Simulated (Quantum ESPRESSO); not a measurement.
# InP (F-43m) in Quantum ESPRESSO: notebook

The runs below take InP through single point, equation of state, with AM05.

Everything below comes from runs of Quantum ESPRESSO 7.5. Logs are shortened: lines on timing, memory, paths and dates and some standing lists are left out, and cuts for length are marked.

**Experimental background.**

From a printed reference work, data compilation, for a bulk crystal of InP: bulk modulus 71 GPa.

The runs below are set against these values where they give the same quantity.

### 1 Starting point

The structure is cubic, space group F-43m (No. 216). Conventional cell: a = 5.861 Å, b = 5.861 Å, c = 5.861 Å, α = 90.00°, β = 90.00°, γ = 90.00°. In (site symmetry -43m) is surrounded by 4 P at 2.54 Å. Around P (site symmetry -43m) lie 4 In at 2.54 Å.

### 2 Single point, AM05, spin-orbit coupling, no magnetisation, 23.66 Å³/atom

pw.in

```
&CONTROL
  calculation = 'scf'
  prefix = 'pwscf'
  outdir = './tmp'
  pseudo_dir = './pseudo'
  tprnfor = .true.
  tstress = .true.
  disk_io = 'nowf'
/
&SYSTEM
  ibrav = 0
  nat = 2
  ntyp = 2
  ecutwfc = 70
  nbnd = 30
  input_dft = 'XC-000I-000I-120L-135L-000I-000I'
  occupations = 'smearing'
  smearing = 'fd'
  degauss = 0.00367493
  noncolin = .true.
  lspinorb = .true.
/
&ELECTRONS
  conv_thr = 4d-10
  electron_maxstep = 120
  mixing_beta = 0.5
/
ATOMIC_SPECIES
In   114.8180 In.upf
P     30.9738 P.upf
CELL_PARAMETERS angstrom
   0.0000000000    2.8706770916    2.8706770916
   2.8706770916    0.0000000000    2.8706770916
   2.8706770916    2.8706770916    0.0000000000
ATOMIC_POSITIONS crystal
In     0.0000000000    0.0000000000    0.0000000000
P      0.7500000000    0.7500000000    0.7500000000
K_POINTS automatic
8 8 8 0 0 0
```

Potentials or basis: PseudoDojo 0.4 FR PBE standard.

On the command line:

```console
$ OMP_NUM_THREADS=1 pw.x -in pw.in > pw.out
```

pw.out:

```text
This program is part of the open-source Quantum ESPRESSO suite
     for quantum simulation of materials; please cite
         "P. Giannozzi et al., J. Phys.:Condens. Matter 21 395502 (2009);
         "P. Giannozzi et al., J. Phys.:Condens. Matter 29 465901 (2017);
         "P. Giannozzi et al., J. Chem. Phys. 152 154105 (2020);
     in publications or presentations arising from this work. More details at

     IMPORTANT: XC functional enforced from input :
     Exchange-correlation= XC-000I-000I-120L-135L-000I-000I
                           (   0   0 120 135   0   0   0)
     Any further DFT definition will be discarded
     Please, verify this is what you really want

     Message from routine setup:
     using ibrav=0 with symmetry is DISCOURAGED, use correct ibrav instead

     G-vector sticks info
     --------------------
     sticks:   dense  smooth     PW     G-vecs:    dense   smooth      PW
     Sum        1135    1135    337                25125    25125    4015

     Using Slab Decomposition

     bravais-lattice index     =            0
     lattice parameter (alat)  =       7.6718  a.u.
     unit-cell volume          =     319.2858 (a.u.)^3
     number of atoms/cell      =            2
     number of atomic types    =            2
     number of electrons       =        18.00
     number of Kohn-Sham states=           30
     kinetic-energy cutoff     =      70.0000  Ry
     charge density cutoff     =     280.0000  Ry
     scf convergence threshold =      4.0E-10
     mixing beta               =       0.5000
     number of iterations used =            8  plain     mixing
     Exchange-correlation= XC-000I-000I-120L-135L-000I-000I
                           (   0   0 120 135   0   0   0)
     Non magnetic calculation with spin-orbit

     celldm(1)=   7.671817  celldm(2)=   0.000000  celldm(3)=   0.000000
     celldm(4)=   0.000000  celldm(5)=   0.000000  celldm(6)=   0.000000

     crystal axes: (cart. coord. in units of alat)
               a(1) = (   0.000000   0.707107   0.707107 )
               a(2) = (   0.707107   0.000000   0.707107 )
               a(3) = (   0.707107   0.707107   0.000000 )

     reciprocal axes: (cart. coord. in units 2 pi/alat)
               b(1) = ( -0.707107  0.707107  0.707107 )
               b(2) = (  0.707107 -0.707107  0.707107 )
               b(3) = (  0.707107  0.707107 -0.707107 )

     PseudoPot. # 1 for In read from file:
     In.upf
     Pseudo is Norm-conserving + core correction, Zval = 13.0
     Generated using ONCVPSP code by D. R. Hamann
     Using radial grid of 1986 points, 10 beta functions with:
                l(1) =   0
                l(2) =   0
                l(3) =   1
                l(4) =   1
                l(5) =   1
                l(6) =   1
                l(7) =   2
                l(8) =   2
                l(9) =   2
               l(10) =   2

     PseudoPot. # 2 for P  read from file:
     P.upf
     Pseudo is Norm-conserving + core correction, Zval =  5.0
[... 57 lines left out ...]
     Dense  grid:    25125 G-vectors     FFT dimensions: (  45,  45,  45)

     WARNING: libxc functional with ID  120 depends
      on external parameters: check the user_guide of
      QE if you need to modify them or to check their
      default values.

     WARNING: libxc functional with ID  135 depends
      on external parameters: check the user_guide of
      QE if you need to modify them or to check their
      default values.

     Initial potential from superposition of free atoms

     starting charge      17.9959, renormalised to      18.0000
     Starting wfcs are   26 randomized atomic wfcs +    4 random wfcs

     Self-consistent Calculation

     iteration #  1     ecut=    70.00 Ry     beta= 0.50
     Davidson diagonalization with overlap
     ethr =  1.00E-02,  avg # of iterations =  4.8

     Threshold (ethr) on eigenvalues was too large:
     Diagonalizing with lowered threshold

     Davidson diagonalization with overlap
     ethr =  5.71E-04,  avg # of iterations =  3.1

     total energy              =    -146.11981892 Ry
     estimated scf accuracy    <       0.10076801 Ry
[... 19 lines left out ...]
     total energy              =    -146.14133117 Ry
     estimated scf accuracy    <       0.00002274 Ry

     iteration #  5     ecut=    70.00 Ry     beta= 0.50
     Davidson diagonalization with overlap
     c_bands:  1 eigenvalues not converged
     ethr =  1.26E-07,  avg # of iterations =  5.5

     total energy              =    -146.14134280 Ry
     estimated scf accuracy    <       0.00000193 Ry

     iteration #  6     ecut=    70.00 Ry     beta= 0.50
     Davidson diagonalization with overlap
     ethr =  1.07E-08,  avg # of iterations =  2.5
[... 18 lines left out ...]
     iteration #  9     ecut=    70.00 Ry     beta= 0.50
     Davidson diagonalization with overlap
     ethr =  2.16E-11,  avg # of iterations =  2.1

     End of self-consistent calculation

          k = 0.0000 0.0000 0.0000 (  3143 PWs)   bands (ev):

    -6.8033  -6.8033  -6.8033  -6.8033  -6.0413  -6.0413  -5.9127  -5.9127
    -5.9127  -5.9127  -4.0396  -4.0396   7.8877   7.8877   7.9894   7.9894
     7.9894   7.9894   8.9566   8.9566  11.6366  11.6366  12.1052  12.1052
    12.1052  12.1052  16.7623  17.4326  17.4332  17.4332
[... 129 lines left out ...]
    -6.9108  -6.8399  -6.7577  -6.7324  -6.1460  -5.9998  -5.9205  -5.9108
    -5.8864  -5.8576  -1.3461  -1.3449   2.0023   2.0139   4.2468   4.3475
     5.7958   5.8063  10.2200  10.2291  12.4167  12.4412  15.5229  15.5583
    15.6692  15.6741  16.4380  16.6479  17.9133  17.9430

          k =-0.7071 0.0000 0.0000 (  3138 PWs)   bands (ev):

    -6.8864  -6.8864  -6.7466  -6.7466  -6.0677  -6.0677  -5.9105  -5.9105
    -5.8572  -5.8572  -1.3439  -1.3439   1.8542   1.8542   5.3257   5.3257
     5.4345   5.4345   9.5646   9.5646  10.1485  10.1485  17.5801  17.5801
    17.7356  17.7356  18.0123  18.0123  18.7563  18.7564
[... 38 lines left out ...]
    -6.9078  -6.8279  -6.7610  -6.7360  -6.1568  -5.9693  -5.9525  -5.9209
    -5.8720  -5.8704  -1.5705  -1.5638   2.2543   2.2616   4.3261   4.4249
     5.7434   5.8287  11.4460  11.4889  12.8360  12.8521  13.2447  13.3723
    15.5656  15.6473  16.2808  16.5045  18.0174  18.0805

          k =-0.7071 0.1768-0.0000 (  3176 PWs)   bands (ev):

    -6.9120  -6.8478  -6.7516  -6.7381  -6.1347  -6.0083  -5.9182  -5.8952
    -5.8896  -5.8546  -1.2912  -1.2911   1.9265   1.9344   4.9083   5.0127
     5.0677   5.0768  10.5160  10.5842  11.0589  11.0627  15.6935  15.8195
    15.9084  15.9086  18.3885  18.4287  19.2603  19.3111

          k =-0.7071 0.3536 0.0000 (  3156 PWs)   bands (ev):

    -6.9194  -6.8278  -6.7508  -6.7341  -6.1704  -5.9606  -5.9409  -5.9142
    -5.8736  -5.8713  -1.2375  -1.2360   2.0110   2.0230   4.5871   4.6974
     4.7474   4.7820  12.2349  12.2374  12.5237  12.5511  13.4785  13.7134
    14.0941  14.1428  18.5492  18.5889  19.3576  19.4706

     the Fermi energy is     8.4941 ev

!    total energy              =    -146.14134364 Ry
     estimated scf accuracy    <          2.0E-10 Ry
     smearing contrib. (-TS)   =      -0.00000003 Ry
     internal energy E=F+TS    =    -146.14134361 Ry

     The total energy is F=E-TS. E is the sum of the following terms:
     one-electron contribution =     -46.58501914 Ry
     hartree contribution      =      35.65894603 Ry
     xc contribution           =     -43.62515565 Ry
     ewald contribution        =     -91.59011484 Ry

     convergence has been achieved in   9 iterations

     Forces acting on atoms (cartesian axes, Ry/au):

     atom    1 type  1   force =    -0.00000000    0.00000000    0.00000000
     atom    2 type  2   force =     0.00000000   -0.00000000   -0.00000000

     Total force =     0.000000     Total SCF correction =     0.000000

     Computing stress (Cartesian axis) and pressure

          total   stress  (Ry/bohr**3)                   (kbar)     P=       61.19
   0.00041596  -0.00000000  -0.00000000           61.19       -0.00       -0.00
  -0.00000000   0.00041596  -0.00000000           -0.00       61.19       -0.00
  -0.00000000  -0.00000000   0.00041596           -0.00       -0.00       61.19

=------------------------------------------------------------------------------=
   JOB DONE.
=------------------------------------------------------------------------------=
```

It took 2 min on 1 thread of Intel Xeon at 2.70GHz, shared host; peak memory 0.19 GiB.

What came out:

* Free energy: -1988.3543 eV
* Pressure: 6.1 GPa
* Band gap on the k mesh: 0.97 eV, direct

Caveat: the potentials were made for another functional, which shifts forces and pressure.

### 3 Single point, AM05, spin-orbit coupling, no magnetisation, 24.16 Å³/atom

pw.in: that of step 2 with these lines changed.

```diff
@@ -31,5 +31,5 @@
 CELL_PARAMETERS angstrom
-   0.0000000000    2.8706770916    2.8706770916
-   2.8706770916    0.0000000000    2.8706770916
-   2.8706770916    2.8706770916    0.0000000000
+   0.0000000000    2.8908937935    2.8908937935
+   2.8908937935    0.0000000000    2.8908937935
+   2.8908937935    2.8908937935    0.0000000000
 ATOMIC_POSITIONS crystal
```

Potentials or basis: PseudoDojo 0.4 FR PBE standard.

On the command line:

```console
$ OMP_NUM_THREADS=1 pw.x -in pw.in > pw.out
```

Wall time 1.8 min (1 thread of Intel Xeon at 2.70GHz, shared host); peak memory 0.2 GiB.

It converged, with:

| Item | Value |
| --- | --- |
| Free energy | -1988.3869 eV |
| Pressure | 4.3 GPa |
| Band gap on the k mesh | 0.85 eV, direct |

Caveat: the potentials were made for another functional, which shifts forces and pressure.

### 4 Single point, AM05, spin-orbit coupling, no magnetisation, 24.66 Å³/atom

pw.in: that of step 3 with these lines changed.

```diff
@@ -31,5 +31,5 @@
 CELL_PARAMETERS angstrom
-   0.0000000000    2.8908937935    2.8908937935
-   2.8908937935    0.0000000000    2.8908937935
-   2.8908937935    2.8908937935    0.0000000000
+   0.0000000000    2.9108316221    2.9108316221
+   2.9108316221    0.0000000000    2.9108316221
+   2.9108316221    2.9108316221    0.0000000000
 ATOMIC_POSITIONS crystal
```

On the command line:

```console
$ OMP_NUM_THREADS=1 pw.x -in pw.in > pw.out
```

It took 2 min on 1 thread of Intel Xeon at 2.70GHz, shared host; peak memory 0.2 GiB.

The run converged. Its results:

```
Free energy            : -1988.4086 eV
Pressure               : 2.6 GPa
Band gap on the k mesh : 0.74 eV, direct
```

Caveat: the potentials were made for another functional, which shifts forces and pressure.

### 5 Single point, AM05, spin-orbit coupling, no magnetisation, 25.17 Å³/atom

pw.in: that of step 4 with these lines changed.

```diff
@@ -31,5 +31,5 @@
 CELL_PARAMETERS angstrom
-   0.0000000000    2.9108316221    2.9108316221
-   2.9108316221    0.0000000000    2.9108316221
-   2.9108316221    2.9108316221    0.0000000000
+   0.0000000000    2.9305000000    2.9305000000
+   2.9305000000    0.0000000000    2.9305000000
+   2.9305000000    2.9305000000    0.0000000000
 ATOMIC_POSITIONS crystal
```

On the command line:

```console
$ OMP_NUM_THREADS=1 pw.x -in pw.in > pw.out
```

Run time: 2.3 min. Hardware: 1 thread of Intel Xeon at 2.70GHz, shared host; peak memory 0.2 GiB.

It converged, with:

```
Free energy            : -1988.4205 eV
Pressure               : 1.2 GPa
Band gap on the k mesh : 0.63 eV, direct
```

Caveat: the potentials were made for another functional, which shifts forces and pressure.

### 6 Single point, AM05, spin-orbit coupling, no magnetisation, 25.67 Å³/atom

pw.in: that of step 5 with these lines changed.

```diff
@@ -31,5 +31,5 @@
 CELL_PARAMETERS angstrom
-   0.0000000000    2.9305000000    2.9305000000
-   2.9305000000    0.0000000000    2.9305000000
-   2.9305000000    2.9305000000    0.0000000000
+   0.0000000000    2.9499078504    2.9499078504
+   2.9499078504    0.0000000000    2.9499078504
+   2.9499078504    2.9499078504    0.0000000000
 ATOMIC_POSITIONS crystal
```

Potentials or basis: PseudoDojo 0.4 FR PBE standard.

On the command line:

```console
$ OMP_NUM_THREADS=1 pw.x -in pw.in > pw.out
```

Run time: 2.5 min. Hardware: 1 thread of Intel Xeon at 2.70GHz, shared host; peak memory 0.21 GiB.

Results (log left out):

```
Free energy            : -1988.4237 eV
Pressure               : -0.2 GPa
Band gap on the k mesh : 0.53 eV, direct
```

Caveat: the potentials were made for another functional, which shifts forces and pressure.

### 7 Single point, AM05, spin-orbit coupling, no magnetisation, 26.17 Å³/atom

pw.in: that of step 6 with these lines changed.

```diff
@@ -31,5 +31,5 @@
 CELL_PARAMETERS angstrom
-   0.0000000000    2.9499078504    2.9499078504
-   2.9499078504    0.0000000000    2.9499078504
-   2.9499078504    2.9499078504    0.0000000000
+   0.0000000000    2.9690636329    2.9690636329
+   2.9690636329    0.0000000000    2.9690636329
+   2.9690636329    2.9690636329    0.0000000000
 ATOMIC_POSITIONS crystal
```

On the command line:

```console
$ OMP_NUM_THREADS=1 pw.x -in pw.in > pw.out
```

It took 2.5 min on 1 thread of Intel Xeon at 2.70GHz, shared host; peak memory 0.21 GiB.

The run converged. Its results:

```yaml
Free_energy: -1988.4190 eV
Pressure: -1.3 GPa
Band_gap_on_the_k_mesh: 0.42 eV, direct
```

Caveat: the potentials were made for another functional, which shifts forces and pressure.

### 8 Single point, AM05, spin-orbit coupling, no magnetisation, 26.68 Å³/atom

pw.in: that of step 7 with these lines changed.

```diff
@@ -31,5 +31,5 @@
 CELL_PARAMETERS angstrom
-   0.0000000000    2.9690636329    2.9690636329
-   2.9690636329    0.0000000000    2.9690636329
-   2.9690636329    2.9690636329    0.0000000000
+   0.0000000000    2.9879753761    2.9879753761
+   2.9879753761    0.0000000000    2.9879753761
+   2.9879753761    2.9879753761    0.0000000000
 ATOMIC_POSITIONS crystal
```

On the command line:

```console
$ OMP_NUM_THREADS=1 pw.x -in pw.in > pw.out
```

Wall time 2.2 min (1 thread of Intel Xeon at 2.70GHz, shared host); peak memory 0.21 GiB.

Results (log left out):

```
Free energy            : -1988.4073 eV
Pressure               : -2.4 GPa
Band gap on the k mesh : 0.32 eV, direct
```

Caveat: the potentials were made for another functional, which shifts forces and pressure.

### 9 Equation of state, AM05, spin-orbit coupling, no magnetisation

Potentials or basis: PseudoDojo 0.4 FR PBE standard.

No new run: the results of the series are fitted here.

What came out:

| Item | Value |
| --- | --- |
| Equilibrium volume | 25.61 Å³/atom |
| Bulk modulus | 64 GPa |
| Pressure derivative of the bulk modulus | 4.6 |

Energy against volume, from the lowest point:
| volume (Å³/atom) | energy (meV/atom) |
| --- | --- |
| 23.657 | 34.71 |
| 24.160 | 18.38 |
| 24.663 | 7.53 |
| 25.167 | 1.57 |
| 25.670 | 0.00 |
| 26.173 | 2.35 |
| 26.677 | 8.20 |

Caveat: the potentials were made for another functional, which shifts forces and pressure.

### 10 How close it comes

Step 9. Against the measured bulk modulus of InP, 71 GPa (a printed reference work, data compilation), the calculated 64 GPa is off by -9.5 %. The fit is for a static lattice scaled at fixed shape and fixed fractional positions.
